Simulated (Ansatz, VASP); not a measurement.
## LiH in two plane-wave programs

One calculation is typed for both programs; each brings its own data sets and cutoff. How far apart do they land? The cell is taken from a series of VASP runs on this material, whose earlier steps may have relaxed, scaled or displaced it; both programs get it as it stands.

Program: Ansatz 0.2.0. Level of theory: plane waves, with VASP 6.6.1 beside it; relaxation of cell and atoms at PBEsol and relaxation of cell and atoms at PBEsol with D3(BJ). Results are calculated unless marked as measured.

### 1. The structure

Symmetry: Fm-3m, No. 225, cubic system. Conventional cell: a = 3.973 Å, b = 3.973 Å, c = 3.973 Å, α = 90.00°, β = 90.00°, γ = 90.00°. Li has 6 H at 1.99 Å nearest. Nearest to H lie 6 Li at 1.99 Å. Farther neighbours are not listed.

Structure file:

```cif
data_structure
_symmetry_space_group_name_H-M 'Fm-3m'
_symmetry_Int_Tables_number 225
_cell_length_a 3.9728
_cell_length_b 3.9728
_cell_length_c 3.9728
_cell_angle_alpha 90.000
_cell_angle_beta 90.000
_cell_angle_gamma 90.000
_cell_volume 62.70
loop_
_atom_site_label
_atom_site_type_symbol
_atom_site_symmetry_multiplicity
_atom_site_Wyckoff_symbol
_atom_site_fract_x
_atom_site_fract_y
_atom_site_fract_z
_atom_site_occupancy
Li1 Li 4 a 0.00000 0.00000 0.00000 1
H1 H 4 b 0.50000 0.00000 0.00000 1
```

### 2. VASP: relaxation of cell and atoms, PBEsol

The relaxed volume is the usual yardstick between codes: its relative difference is about their pressure difference at one cell divided by the bulk modulus.

Lines of VASP's logs that name or quote its potential files are left out, and so is its time.

The input, INCAR:

```
SYSTEM = LiH
PREC = Accurate
ENCUT = 650
EDIFF = 1E-06
NELM = 100
ISMEAR = 0
SIGMA = 0.03
LREAL = .FALSE.
ALGO = Normal
GGA = PS
NBANDS = 8
LORBIT = 11
LWAVE = .FALSE.
LCHARG = .FALSE.
KPAR = 4
IBRION = 2
NSW = 50
ISIF = 3
EDIFFG = -0.006
```

The input, POSCAR:

```
LiH
1.0
    0.0000000000      1.9863791621      1.9863791621
    1.9863791621      0.0000000000      1.9863791621
    1.9863791621      1.9863791621      0.0000000000
Li H
1 1
Direct
    0.0000000000      0.0000000000      0.0000000000
    0.5000000000      0.5000000000      0.5000000000
```

The input, KPOINTS:

```
Automatic mesh
0
Gamma
10 10 10
0 0 0
```

Potentials, in the order of the species: Li_sv and H (PBE family, release 64).

Started as:

```sh
> mpirun -np 4 vasp_std
```

Numbers of over 12 decimals in the logs are rounded to 6 here.

Output:

```text
[banner, memory and clock lines left out]
running    4 mpi-ranks, on    1 nodes
 distrk:  each k-point on    1 cores,    4 groups
 distr:  one band on    1 cores,    1 groups

 POSCAR found type information on POSCAR LiH
 POSCAR found :  2 types and       2 ions
|                                                                             |
|               ----> ADVICE to this user running VASP <----                  |
|                                                                             |
|     You enforced a specific xc type in the INCAR file but a different       |
|     [... a line on the potential file left out ...]
|     I HOPE YOU KNOW WHAT YOU ARE DOING!                                     |
|                                                                             |

 LDA part: xc-table for (Slater+PW92), standard interpolation
 POSCAR, INCAR and KPOINTS ok, starting setup
 FFT: planning ... GRIDC
 FFT: planning ... GRID_SOFT
 FFT: planning ... GRID
 WAVECAR not read
 entering main loop
       N       E                     dE             d eps       ncg     rms          rms(c)
DAV:   1    -0.225303865544E+01   -0.22530E+01   -0.16975E+03   776   0.519E+02
DAV:   2    -0.628219877666E+01   -0.40292E+01   -0.40292E+01  1040   0.504E+01
DAV:   3    -0.634681477657E+01   -0.64616E-01   -0.64616E-01   992   0.569E+00
DAV:   4    -0.634707869736E+01   -0.26392E-03   -0.26392E-03  1152   0.335E-01
DAV:   5    -0.634708023035E+01   -0.15330E-05   -0.15330E-05  1016   0.968E-03    0.271E+00
DAV:   6    -0.617718050802E+01    0.16990E+00   -0.14860E-01   904   0.130E+00    0.135E+00
DAV:   7    -0.612017735144E+01    0.57003E-01   -0.18065E-01   888   0.161E+00    0.200E-01
DAV:   8    -0.612131055734E+01   -0.11332E-02   -0.36922E-03   832   0.464E-01    0.313E-02
DAV:   9    -0.612127954202E+01    0.31015E-04   -0.10092E-04  1072   0.499E-02    0.731E-03
DAV:  10    -0.612127883745E+01    0.70457E-06   -0.29732E-06   880   0.147E-02
   1 F= -.61212788E+01 E0= -.61212788E+01  d E =-.612128E+01
 curvature:   0.00 expect dE= 0.000E+00 dE for cont linesearch  0.000E+00
 trial: gam= 0.00000 g(F)=  0.412E-65 g(S)=  0.380E-06 ort = 0.000E+00 (trialstep = 0.100E+01)
 search vector abs. value=  0.380E-06
 reached required accuracy - stopping structural energy minimisation
```

OUTCAR, selected parts (step 2):

```text
ion  position               nearest neighbor table
   1  0.000  0.000  0.000-
   2  0.500  0.500  0.500-

  LATTYP: Found a face centered cubic cell.
 ALAT       =     3.9727583242

 Subroutine GETGRP returns: Found 48 space group operations
 (whereof 48 operations were pure point group operations)

The static configuration has the point symmetry O_h .

 Found     47 irreducible k-points:

   k-points           NKPTS =     47   k-points in BZ     NKDIM =     47   number of bands    NBANDS=      8

   dimension x,y,z NGX =    24 NGY =   24 NGZ =   24
   dimension x,y,z NGXF=    48 NGYF=   48 NGZF=   48

   ENCUT  =  650.0 eV  47.77 Ry    6.91 a.u.   5.84  5.84  5.84*2*pi/ulx,y,z

   NELECT =       4.0000    total number of electrons

 k-points in reciprocal lattice and weights: Automatic mesh
   0.00000000  0.00000000  0.00000000       0.001
   0.10000000  0.00000000  0.00000000       0.008
   0.20000000  0.00000000  0.00000000       0.008
   0.30000000  0.00000000  0.00000000       0.008
   0.40000000  0.00000000  0.00000000       0.008
   0.50000000  0.00000000  0.00000000       0.004
   0.10000000  0.10000000  0.00000000       0.006
   0.20000000  0.10000000  0.00000000       0.024
   0.30000000  0.10000000  0.00000000       0.024
[...]
-0.30000000  0.40000000  0.20000000       0.024
  -0.30000000  0.50000000  0.20000000       0.012

 average (electrostatic) potential at core
       1 -62.6627       2 -33.3299

 E-fermi :   0.4319

 k-point     1 :       0.0000    0.0000    0.0000
  band No.  band energies     occupation
      1     -43.3914      2.00000
      2      -5.3659      2.00000
      3      16.7271      0.00000
      4      18.2815      0.00000
      5      18.2815      0.00000
      6      18.2815      0.00000
      7      22.9489      0.00000
    ...

 k-point     2 :       0.1000    0.0000    0.0000
  band No.  band energies     occupation
      1     -43.3859      2.00000
      2      -5.1853      2.00000
      3      15.0877      0.00000
      4      17.3471      0.00000
      5      17.8724      0.00000
      6      17.8724      0.00000
      7      22.3755      0.00000
    ...

 k-point     3 :       0.2000    0.0000    0.0000
  band No.  band energies     occupation
      1     -43.3722      2.00000
      2      -4.6613      2.00000
      3      11.6699      0.00000
      4      16.0933      0.00000
      5      17.2189      0.00000
      6      17.2190      0.00000
      7      23.2598      0.00000
    ...

  Total        0.0022913      0.0022913      0.0022913     -0.0000000     -0.0000000      0.0000000
  in kB        0.2341940      0.2341940      0.2341940     -0.0000000     -0.0000000      0.0000000
  external PRESSURE =       0.2341940 kB  Pullay stress =       0.0000000 kB

  energy-cutoff  :      650.00
  volume of cell :       15.68
      direct lattice vectors                 reciprocal lattice vectors
     0.000000000  1.986379162  1.986379162    -0.251714280  0.251714280  0.251714280
     1.986379162  0.000000000  1.986379162     0.251714280 -0.251714280  0.251714280
     1.986379162  1.986379162  0.000000000     0.251714280  0.251714280 -0.251714280

 POSITION                                       TOTAL-FORCE (eV/Angst)
 -----------------------------------------------------------------------------------
      0.00000      0.00000      0.00000        -0.000000      0.000000     -0.000000
      1.98638      1.98638      1.98638         0.000000     -0.000000      0.000000
 -----------------------------------------------------------------------------------
    total drift:                                0.000000     -0.000000     -0.000000

  FREE ENERGIE OF THE ION-ELECTRON SYSTEM (eV)
  ---------------------------------------------------
  free  energy   TOTEN  =        -6.1212788375 eV

  energy  without entropy=       -6.1212788375  energy(sigma->0) =       -6.12127884

 reached required accuracy - stopping structural energy minimisation

 total charge
# of ion       s       p       d       tot
------------------------------------------
    1        2.023   0.071   0.000   2.094
    2        0.533   0.002   0.000   0.535
--------------------------------------------------
tot          2.556   0.073   0.000   2.630

[... 3 further parts left out ...]
```

CONTCAR:

```
LiH
   1.00000000000000
     0.0000000000000000    1.9863791621000000    1.9863791621000000
     1.9863791621000000    0.0000000000000000    1.9863791621000000
     1.9863791621000000    1.9863791621000000    0.0000000000000000
  Li              H
     1     1
Direct
     0.0000000000000000    0.0000000000000000    0.0000000000000000
     0.5000000000000000    0.5000000000000000    0.5000000000000000
```

### 3. Ansatz: relaxation of cell and atoms, PBEsol

Ansatz runs on its default PAW (the set named soft_2) files.

The same cell, functional, mesh and smearing now go to Ansatz, which takes its cutoff from its data sets.

The input, input.yaml:

```yaml
crystal:
  lattice:
    - [0.0, 1.9863791621, 1.9863791621]
    - [1.9863791621, 0.0, 1.9863791621]
    - [1.9863791621, 1.9863791621, 0.0]
  atoms:
    - { symbol: Li, position: [0.0, 0.0, 0.0] }
    - { symbol: H, position: [0.5, 0.5, 0.5] }
hamiltonian:
  xc: pbesol
  pseudopotentials: { kind: paw }
kpoints:
  mp_grid: { grid: [10, 10, 10] }
scf:
  occupations: { method: gaussian, width: 0.03 }
relax:
  f_tol: 0.01
  max_steps: 60
  cell: { stress_tol: 0.05 }
output:
  forces: true
  stress: true
```

Started as:

```sh
> ansatz run input.yaml --threads 4 --pin off --max-ram 9216MiB --backend cpu --events-out ev --progress --plain --runs-dir out
```

Output:

```text
Engine: ansatz 0.2.0, aarch64-unknown-linux-gnu
Pseudopotentials: kind: paw
Pseudopotential: Li, paw, valence charge 3, recommended cutoff 420 eV (normal), Li.paw.azcp
Pseudopotential: H, paw, valence charge 1, recommended cutoff 420 eV (normal), H.paw.azcp
Functional definition: PBEsol
  exchange = pbesol_x
  correlation = pbesol_c
Crystal: 2 atoms, lattice volume = 15.675 Å³
Basis set: ecut = 420 eV, 331 PW (Γ), exchange–correlation on 40×40×40 points (8 copies of the dense FFT grid, shifted against one another)
Bands: 6, of which v1, the nominal top of the filled ones, is band 2 counted from 1 (1 counted from 0)
Symmetry: 48 space group operations
Space group: Fm-3m (ITA 225), of the structure as read, at distance tolerance 2.5e-5 Å
k-points: 47 of 1000
Non-local potential: Li, projectors of the file, l = 0: 3, l = 1: 2, l = 2: 1
Non-local potential: H, projectors of the file, l = 0: 2, l = 1: 1
PAW form: soft (Blöchl's): semilocal exchange-correlation on the pseudo side does not see the compensation charge
PAW one-centre angular grid: Li, 110 points (default); XC on 64 Gauss nodes
PAW one-centre angular grid: H, 110 points (default); XC on 64 Gauss nodes
Initial density: superposition of atomic densities (neutral atoms: chi_scale 0, normalization atom), corrected by the library's trained network
Initial wavefunctions: pseudopotential atomic-orbital guess
Functional: x = pbesol(κ = 0.804, μ = 0.123457), c = pbesol(β = 0.046)
SCF iter   1: F=—  HF=-219.505983 eV  |F-HF|=—  |Δ(HF+E_count)|=         —  Δρ=7.70e-3  dr2=6.20e-3  ethr=1.77e-3  ⟨swp⟩=4.9  Hψ=2255  notcnv=0
preconditioner: auto → none  [insulator: Δε(μ)=2.638 eV  Ē_g=14.220 eV  σ=0.030 eV  W_gap=1.00  n_scr=0 (ndim 8)  ℏωp=13.3 eV  f_vac=0.000  D(μ)=0.00/eV (n_scr^D=0)  ε∞_Penn≈1.9]
SCF iter   2: F=—  HF=-219.503489 eV  |F-HF|=—  |Δ(HF+E_count)|=   2.49e-3  Δρ=2.89e-3  dr2=8.43e-4  ethr=1.55e-4  ⟨swp⟩=1.3  Hψ=671  notcnv=0
SCF iter   3: F=—  HF=-219.503114 eV  |F-HF|=—  |Δ(HF+E_count)|=   3.75e-4  Δρ=1.65e-4  dr2=3.66e-6  ethr=2.11e-5  ⟨swp⟩=1.9  Hψ=332  notcnv=0
SCF iter   4: F=—  HF=-219.503112 eV  |F-HF|=—  |Δ(HF+E_count)|=   2.11e-6  Δρ=7.37e-5  dr2=6.39e-7  ethr=9.14e-8  ⟨swp⟩=2.0  Hψ=328  notcnv=0
iter 5 did not close the SCF: its close was put off for the readings that it lacked (scf_convergence_deferred on its scf_iter line)
SCF iter   5: F=-219.503112 eV  HF=-219.503112 eV  |F-HF|=1.35e-8  |Δ(HF+E_count)|=   2.24e-7  Δρ=1.56e-5  dr2=2.76e-8  ethr=1.60e-8  ⟨swp⟩=1.1  Hψ=287  notcnv=0
SCF iter   6: F=-219.503112 eV  HF=-219.503112 eV  |F-HF|=1.87e-10  |Δ(HF+E_count)|=   9.68e-9  Δρ=1.81e-6  dr2=3.76e-10  ethr=6.89e-10  ⟨swp⟩=2.0  Hψ=791  notcnv=0
SCF 1 converged in 6 iterations: F = -219.503112 eV  dr2 = 3.76e-10
  greatest PAW one-centre occupation: 1.000 electrons in one spin orbital (limit 2), on the Li atom at site 0 (counted from 0), in its partial waves of l = 0
relax step   1: F+E_penalty+E_count = -219.50311154 eV  Δ(F+E_penalty+E_count) = +0.000e0 eV  max|allowed force component| = 4.643e-31 eV/Å  Δτ_max = 0.0000 Å  P = +0.202 GPa  Ω = 15.675 Å³  (6 SCF iters, dr2 threshold 1.00e-7 eV, accepted)
[...]
relax step   2: F+E_penalty+E_count = -219.50311759 eV  Δ(F+E_penalty+E_count) = -6.058e-6 eV  max|allowed force component| = 1.906e-30 eV/Å  Δτ_max = 0.0000 Å  P = +0.063 GPa  Ω = 15.733 Å³  energy of the carried Pulay correction = -4.130e-5 eV  (3 SCF iters, dr2 threshold 1.02e-7 eV, accepted)
[...]
relax step   3: F+E_penalty+E_count = -219.50310390 eV  Δ(F+E_penalty+E_count) = +1.369e-5 eV  max|allowed force component| = 2.881e-31 eV/Å  Δτ_max = 0.0000 Å  P = +0.000 GPa  Ω = 15.759 Å³  energy of the carried Pulay correction = -6.017e-5 eV  (3 SCF iters, dr2 threshold 9.98e-9 eV, accepted)
[...]
relax step   4: F+E_penalty+E_count = -219.50316169 eV  Δ(F+E_penalty+E_count) = -5.779e-5 eV  max|allowed force component| = 2.024e-31 eV/Å  Δτ_max = 0.0000 Å  P = +0.003 GPa  Ω = 15.759 Å³  stress off target by 2.66e-3 GPa  SCF on the basis re-selected at this cell (its energy is not comparable with the rows above)  (3 SCF iters)
basis re-selected at this cell: Δ(F+E_penalty+E_count) = -5.779e-5 eV, ΔP = +0.002 GPa vs the last step (what re-selecting the basis moved, of the pressure what is left beyond the Pulay correction that the steps carried, after the strain that the cell walked since its last selection, with what the two solves' SCF thresholds leave and, on support functions, any second-order correction that the steps lacked; it is no m [...]
SCF converged after 3 iterations
Free energy (F): -219.503162 eV
Harris-Foulkes:  -219.503162 eV  (|F-HF|=4.34e-11)
Internal energy: -219.503162 eV  (E = F + TS)
E sigma→0 (E₀):  -219.503162 eV
Fermi energy:    2.279719 eV
--- Per-component energies (eV) ---
  E_band       = -88.560907
  E_kinetic    = 35.777671
  E_local      = -123.235166  (includes V_loc(G=0)·N_el)
  E_nonlocal   = -31.715792
  E_hartree    = 34.368557
  E_xc         = -19.846202
  E_vxc        = -25.815884  (∫ρ·V_xc dr)
  E_paw        = -20.078588  (= ΣΔE_a)
  E_vpaw       = -12.307742  (= ΣTr[D̂ρ^β])
  E_aug_tail   = -0.001105  (compensation charges beyond the density's cutoff)
  E_ewald      = -94.772537
  E_smearing   = -0.000000  (= −TS)
  E_closure    = 0.000000  (closes the sum)
  Σ components = -219.503162   (vs F -219.503162, Δ=0.00e0)
--- Forces (eV/Å), atoms counted from 1 ---
  atom   1  Li    -0.00000000     0.00000000    -0.00000000
  atom   2  H      0.00000000    -0.00000000     0.00000000
  max |Σ_I F_I| component: 3.84e-31 eV/Å
--- Stress (GPa, compression-positive) ---
        0.002655       0.000000       0.000000
        0.000000       0.002655       0.000000
        0.000000       0.000000       0.002655
  P = ⅓ Tr σ = 0.0027 GPa (0.027 kbar)
--- Relaxed structure (3 steps of the walk, 3 accepted, 1 SCFs on fresh bases) ---
  F+E_penalty+E_count = -219.50316169 eV   max|allowed force component| = 2.024e-31 eV/Å   (the final SCF, on the basis selected at the relaxed cell)
  cell:  # Å, volume = 15.7590 Å³
    - [0, 1.989908, 1.989908]
    - [1.989908, 0, 1.989908]
    - [1.989908, 1.989908, 0]
  atoms:
    - { symbol: Li, position: [0, 0, 0] }
    - { symbol: H, position: [0.5, 0.5, 0.5] }
```

Elapsed: 0.57 s, on 4 threads of Arm Neoverse V2, shared host; peak memory 0.26 GiB; 1.5 s of CPU time.

(Part 1 of 2 ends here.)

[Lines on the potential files, build, host, timing and source positions are cut from VASP's logs without a mark.]

[Logs are printed without paths, hosts, clocks, repeated set-up lines and the standing remarks that a program may print on its own settings, such as how far it seeks lower states.]

[Hosts, paths, dates, database ids (printed as entryN), source tags and the programs' standing remarks are cut or masked in the printed files.]
